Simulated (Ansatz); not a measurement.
# Li2Se: the band gap up the ladder of functionals

An exercise on one series of results from a longer session: the logs are not shown, and one member is left open.

Program: Ansatz 0.2.0. PAW datasets, plane waves. Computed at 0 K without zero-point motion; spin polarisation is off.

## The cell

The cell was relaxed beforehand with r2SCAN.

Space group Fm-3m (No. 225), cubic; conventional cell a = 5.987 Å, 17.88 Å³ an atom. Se has 8 Li at 2.59 Å; Li has 4 Se at 2.59 Å.

The structure in full:

```
Se Li
1.0
     0.00000    2.99352    2.99352
     2.99352    0.00000    2.99352
     2.99352    2.99352    0.00000
Se Li
1 2
Cartesian
  0.0000 0.0000 0.0000
  1.4968 1.4968 1.4968
  4.4903 4.4903 4.4903
```

The first run:

The input, input.yaml:

```yaml
crystal:
  lattice:
    - [0.0, 2.9935209417, 2.9935209417]
    - [2.9935209417, 0.0, 2.9935209417]
    - [2.9935209417, 2.9935209417, 0.0]
  atoms:
    - { symbol: Se, position: [0.0, 0.0, 0.0] }
    - { symbol: Li, position: [0.25, 0.25, 0.25] }
    - { symbol: Li, position: [0.75, 0.75, 0.75] }
kpoints:
  mp_grid: { grid: [8, 8, 8] }
  band_path:
    path:
      - [[0.0, 0.0, 0.0], [0.5, 2.553200127262e-35, 0.5], [0.625, 0.25, 0.625]]
      - [[0.375, 0.375, 0.75], [0.0, 0.0, 0.0], [0.5, 0.5, 0.5], [0.5, 0.25, 0.75], [0.5, 2.553200127262e-35, 0.5]]
    npoints: 10
hamiltonian:
  xc: pbe
scf:
  occupations: { method: fermi_dirac, width: 0.02 }
  n_extra_bands: 4
output:
  forces: true
  stress: true
  eigenvalues: true
```

Launch:

```console
$ ansatz run input.yaml --threads 2 --pin off --max-ram 2211MiB --backend cpu --events-out ev --progress --plain --runs-dir out
```

Among the steps run: PBE bands along the symmetry lines; Single point with r2SCAN; HSE06 at the same geometry; Single point with PBE+SOC; G0W0 on PBE; Single point with PBE0.

One table of the session follows, with a row left open; its other results are not shown here.

```
                     level  gap (eV)
                       PBE      2.97
                    r2SCAN         ?
                     HSE06      3.82
                   PBE+SOC      2.85
G0W0@PBE (160 empty bands)      4.38
                      PBE0      4.48
```

Estimate the missing values for r2SCAN.

**Answer.** gap (eV): 3.48. In the column «gap (eV)» it lies between PBE (2.97) and HSE06 (3.82).

Meshes: PBE 8×8×8, r2SCAN 8×8×8, HSE06 6×6×6, PBE+SOC 8×8×8, PBE0 6×6×6

PBE reaches 68 % of the G0W0@PBE value, and r2SCAN 79 %. PBE0 lies 0.67 eV above HSE06, which differs from it by screening the long-range exchange. G0W0 values are finite-basis, finite-mesh values.

To keep in mind: Warnings in the runs' records: stress exchange threshold loose, stress scf threshold loose.
